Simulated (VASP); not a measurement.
# Ta (Im-3m) in VASP: notebook

One crystal, Ta, is run at these levels: LDA; tasks: relaxation of cell and atoms, vibrations by finite differences.

All numbers are computed with VASP 6.6.1; they aren't measurements. Logs are shortened: lines on timing, memory, paths and dates and some standing lists are left out, and cuts for length are marked.

**1. The crystal as given**

It takes space group Im-3m (No. 229, cubic). Conventional cell: a = 3.303 Å, b = 3.303 Å, c = 3.303 Å, α = 90.00°, β = 90.00°, γ = 90.00°. Around Ta (site symmetry m-3m) lie 8 Ta at 2.86 Å.

**2. Relaxation of cell and atoms, LDA**

File INCAR:

```
PREC = Accurate
ENCUT = 350
EDIFF = 1E-7
ISMEAR = 0
SIGMA = 0.1
LREAL = F
LASPH = T
NELM = 80
ALGO = Normal
ISIF = 3
LWAVE = F
LCHARG = F
GGA = CA
IBRION = 2
NSW = 80
EDIFFG = -0.002
```

File KPOINTS:

```
Automatic mesh
0
Gamma
  10 10 10
```

File POSCAR:

```
Ta
1.0
   -1.6512800000      1.6512800000      1.6512800000
    1.6512800000     -1.6512800000      1.6512800000
    1.6512800000      1.6512800000     -1.6512800000
Ta
1
Direct
    0.0000000000      0.0000000000      0.0000000000
```

Potentials or basis: VASP PAW LDA potentials, release 64 (Ta_pv).

Run with:

```console
> cat potpaw_LDA.64/Ta_pv/POTCAR > POTCAR
> mpirun -np 1 vasp_std > vasp.out
```

OUTCAR:

```text
PREC = Accurate
   ENCUT = 350
   EDIFF = 1E-7
   ISMEAR = 0
   LREAL = F
   LASPH = T
   NELM = 80
   ISIF = 3
   GGA = CA
   IBRION = 2
   NSW = 80
   EDIFFG = -0.002

 ion  position               nearest neighbor table
   1  0.000  0.000  0.000-

  LATTYP: Found a body centered cubic cell.
 ALAT       =     3.3025600000

  Lattice vectors:

 A1 = (  -1.6512800000,   1.6512800000,   1.6512800000)
 A2 = (   1.6512800000,  -1.6512800000,   1.6512800000)
 A3 = (   1.6512800000,   1.6512800000,  -1.6512800000)

Analysis of symmetry for initial positions (statically):
=====================================================================
 Subroutine PRICEL returns:
 Original cell was already a primitive cell.

 Routine SETGRP: Setting up the symmetry group for a
 body centered cubic supercell.

 Subroutine GETGRP returns: Found 48 space group operations
 (whereof 48 operations were pure point group operations)
 out of a pool of 48 trial point group operations.

The static configuration has the point symmetry O_h .

Analysis of symmetry for dynamics (positions and initial velocities):
=====================================================================
 Subroutine PRICEL returns:
 Original cell was already a primitive cell.

 Routine SETGRP: Setting up the symmetry group for a
 body centered cubic supercell.

 Subroutine GETGRP returns: Found 48 space group operations
 (whereof 48 operations were pure point group operations)
 out of a pool of 48 trial point group operations.

The dynamic configuration has the point symmetry O_h .

 Subroutine INISYM returns: Found 48 space group operations
 (whereof 48 operations are pure point group operations),
 and found     1 'primitive' translations

----------------------------------------------------------------------------------------

                                     Primitive cell

  volume of cell :      18.0104

  direct lattice vectors                    reciprocal lattice vectors
    -1.651280000  1.651280000  1.651280000     0.000000000  0.302795407  0.302795407
     1.651280000 -1.651280000  1.651280000     0.302795407  0.000000000  0.302795407
     1.651280000  1.651280000 -1.651280000     0.302795407  0.302795407  0.000000000

  length of vectors
     2.860100858  2.860100858  2.860100858     0.428217371  0.428217371  0.428217371

[... 90 lines left out ...]
   NUPDOWN=      -1.0000    fix difference up-down
   EMIN   =  10.00;   EMAX   =-10.00  energy-range for DOS
   EFERMI =   0.00;   METHOD = LEGACY
   ISMEAR =     0;   SIGMA  =   0.10  broadening in eV -4-tet -1-fermi 0-gaus
   EFERMI_NEDOS =   21; number of points for ismear=-14 and -15
   IALGO  =     38    algorithm
   IMIX   =      4    mixing-type and parameters
     AMIX     =   0.40;   BMIX     =  1.00
     AMIX_MAG =   1.60;   BMIX_MAG =  1.00
  volume/ion in A,a.u.               =      18.01       121.54
  Fermi-wavevector in a.u.,A,eV,Ry     =   1.388988  2.624806 26.249534  1.929286
  Thomas-Fermi vector in A             =   2.513061
   LORBIT       =      0    0 simple, 1 ext, 2 COOP (PROOUT), +10 PAW based schemes
   GGA     = CA    functional components
   LHFCALC =     F    Hartree Fock is set to
   AEXX    =    0.0000 exact exchange contribution
   IVDW    =     0    specifies the selected vdW correction
   LEPSILON=     F    determine dielectric tensor
   LRPA    =     F    only Hartree local field effects (RPA)
 conjugate gradient relaxation of ions
 non-spin polarized calculation
 Gauss-broadening in eV      SIGMA  =   0.10
  energy-cutoff  :      350.00
  volume of cell :       18.01
 maximum number of plane-waves:       276
 NGX is ok and might be reduce to    18
   NGX =  9   NGY =  9   NGZ =  9

--------------------------------------- Ionic step        1  -------------------------------------------

 number of electron      11.0000007 magnetization

 Free energy of the ion-electron system (eV)
  ---------------------------------------------------
  ext. energy  EPLUGINS =         0.00000000
  ---------------------------------------------------
  free energy    TOTEN  =       -12.80162381 eV

  energy without entropy =      -12.79516993  energy(sigma->0) =      -12.79839687

------------------------ aborting loop because EDIFF is reached ----------------------------------------

  FORCE on cell =-STRESS in cart. coord.  units (eV):
  Direction    XX          YY          ZZ          XY          YZ          ZX
  --------------------------------------------------------------------------------------
  -------------------------------------------------------------------------------------
  Total       -0.7683886     -0.7683886     -0.7683886     -0.0000000     -0.0000000     -0.0000000
  in kB      -68.3548553    -68.3548553    -68.3548553     -0.0000000     -0.0000000     -0.0000000
  external PRESSURE =     -68.3548553 kB  Pullay stress =       0.0000000 kB
[... 92 lines left out ...]
--------------------------------------- Ionic step        4  -------------------------------------------

 number of electron      11.0000005 magnetization

 Free energy of the ion-electron system (eV)
  ---------------------------------------------------
  ext. energy  EPLUGINS =         0.00000000
  ---------------------------------------------------
  free energy    TOTEN  =       -12.81418315 eV

  energy without entropy =      -12.80702554  energy(sigma->0) =      -12.81060434

 E-fermi :   5.6874     XC(G=0): -12.9663

 val. band max:        5.6679426554   @ k =   0.1000   0.1000   0.0000
 cond. band min:       5.7256139388   @ k =  -0.2000   0.3000   0.1000
 fundamental gap:      0.0576712834
 Fermi energy:         5.6873849875

 k-point     1 :       0.0000    0.0000    0.0000
  band No.  band energies     occupation
      1     -27.1275      2.00000
      2     -27.1275      2.00000
      3     -27.1275      2.00000
      4      -2.2898      2.00000
      5       6.3257      0.00000
      6       6.3257      0.00000
      7       6.3257      0.00000
      8       9.7056      0.00000
      9       9.7056      0.00000
[... 265 lines left out ...]
 k-point    24 :      -0.3000    0.3000    0.1000
  band No.  band energies     occupation
      1     -28.0052      2.00000
      2     -27.4578      2.00000
      3     -27.2343      2.00000
      4       1.0644      2.00000
      5       5.0921      2.00000
      6       5.2676      2.00000
      7       8.2448      0.00000
      8       9.9694      0.00000
      9      10.7262      0.00000

 [... further k-points ...]
[... 5 lines left out ...]
  --------------------------------------------------------------------------------------
  -------------------------------------------------------------------------------------
  Total       -0.0009529     -0.0009529     -0.0009529      0.0000000     -0.0000000      0.0000000
  in kB       -0.0875584     -0.0875584     -0.0875584      0.0000000     -0.0000000      0.0000000
  external PRESSURE =      -0.0875584 kB  Pullay stress =       0.0000000 kB
[... 16 lines left out ...]
  FREE ENERGIE OF THE ION-ELECTRON SYSTEM (eV)
  ---------------------------------------------------
  free  energy   TOTEN  =       -12.8141831510 eV

  energy  without entropy=      -12.8070255362  energy(sigma->0) =      -12.81060434

 reached required accuracy - stopping structural energy minimisation
```

OSZICAR:

```text
N       E                     dE             d eps       ncg     rms          rms(c)
DAV:   1     0.304647135101E+02    0.30465E+02   -0.54422E+03   846   0.875E+02
[... 29 lines left out ...]
   3 F= -.12814168E+02 E0= -.12810606E+02  d E =-.125442E-01
       N       E                     dE             d eps       ncg     rms          rms(c)
DAV:   1    -0.128142578302E+02   -0.89867E-04   -0.24812E-03   857   0.731E-01    0.770E-02
DAV:   2    -0.128141965126E+02    0.61318E-04   -0.83550E-05   860   0.118E-01    0.257E-02
DAV:   3    -0.128141829716E+02    0.13541E-04   -0.42617E-05   874   0.817E-02    0.102E-02
DAV:   4    -0.128141831509E+02   -0.17927E-06   -0.58510E-07  1009   0.796E-03    0.111E-03
DAV:   5    -0.128141831510E+02   -0.84810E-10   -0.38651E-08   433   0.245E-03
   4 F= -.12814183E+02 E0= -.12810604E+02  d E =-.125593E-01
```

Run time: 14 s. Hardware: 1 thread of Intel Xeon Platinum 8175M at 2.50GHz (Skylake/Cascade Lake), shared host; peak memory 0.12 GiB.

Results:

```
Free energy                            : -12.8142 eV
Relaxed volume                         : 17.44 Å³/atom
Relaxed cell                           : a = 2.829 Å, b = 2.829 Å, c = 2.829 Å, α = 109.47°, β = 109.47°, γ = 109.47°
Space group after relaxing (to 0.05 Å) : Im-3m (No. 229)
Energy gained by relaxing              : 12.6 meV/atom
Ionic steps                            : 4
Pressure after relaxing                : 0.0 GPa
Band gap on the k mesh                 : none (metal or under the smearing width)
```

Step by step:
```tsv
step	energy change (eV)	largest force (eV/Å)	pressure (GPa)	volume (Å³)
1	0.0000	0.0000	-6.84	18.01
2	0.0681	0.0000	20.02	16.08
3	-0.0125	0.0000	-0.25	17.46
4	-0.0126	0.0000	-0.01	17.44
```

Final structure:
```
Ta
1.0
    -1.63355    1.63355    1.63355
     1.63355   -1.63355    1.63355
     1.63355    1.63355   -1.63355
Ta
1
Direct
  0.00000 0.00000 0.00000
```

Levels at points of the mesh, in eV from the Fermi level:
```
           k point  band 3  band 4  band 5  band 6  band 7  band 8
(0.00, 0.00, 0.00)  -32.81   -7.98    0.64    0.64    0.64    4.02
(0.50, 0.00, 0.00)  -32.82   -4.54   -1.71    1.88    3.92    4.97
(0.50, 0.50, 0.50)  -33.74   -4.03   -4.03    7.02    7.02    7.02
```

Spin-orbit coupling is left out, which matters for the levels of Ta. Zero-point motion and thermal expansion aren't in these numbers.

**3. Relaxation of cell and atoms, LDA**

This run uses another cell than the first one, of 17.44 Å³/atom, 0.968 times its volume.

INCAR is that of step 2.

KPOINTS is that of step 2.

File POSCAR:

```
Ta                                      
1.0
   -1.6335465702      1.6335465702      1.6335465702
    1.6335465702     -1.6335465702      1.6335465702
    1.6335465702      1.6335465702     -1.6335465702
  Ta            
     1
Direct
     0.0000000000000000    0.0000000000000000    0.0000000000000000
```

Potentials or basis: VASP PAW LDA potentials, release 64 (Ta_pv).

Run with:

```console
> cat potpaw_LDA.64/Ta_pv/POTCAR > POTCAR
> mpirun -np 1 vasp_std > vasp.out
```

Wall time 9.7 s (1 thread of Intel Xeon Platinum 8175M at 2.50GHz (Skylake/Cascade Lake), shared host); peak memory 0.11 GiB.

The run converged. Its results:

| Item | Value |
| --- | --- |
| Free energy | -12.8133 eV |
| Relaxed volume | 17.43 Å³/atom |
| Relaxed cell | a = 2.829 Å, b = 2.829 Å, c = 2.829 Å, α = 109.47°, β = 109.47°, γ = 109.47° |
| Space group after relaxing (to 0.05 Å) | Im-3m (No. 229) |
| Energy gained by relaxing | 0.0 meV/atom |
| Ionic steps | 3 |
| Pressure after relaxing | 0.0 GPa |
| Band gap on the k mesh | none (metal or under the smearing width) |

Final structure:
```
CELL_PARAMETERS angstrom
-1.63342 1.63342 1.63342
1.63342 -1.63342 1.63342
1.63342 1.63342 -1.63342
ATOMIC_POSITIONS crystal
Ta 0.00000 0.00000 0.00000
```

Levels at points of the mesh, in eV from the Fermi level:
```csv
k point,band 2,band 3,band 4,band 5,band 6,band 7,band 8,band 9
"(0.00, 0.00, 0.00)",-32.81,-32.81,-7.98,0.64,0.64,0.64,4.02,4.02
"(0.50, 0.00, 0.00)",-33.24,-32.82,-4.54,-1.71,1.88,3.92,4.97,8.04
"(0.50, 0.50, 0.50)",-33.74,-33.74,-4.03,-4.03,7.02,7.02,7.02,9.04
```

Spin-orbit coupling is left out, which matters for the levels of Ta.

[end of part 1 of 2]
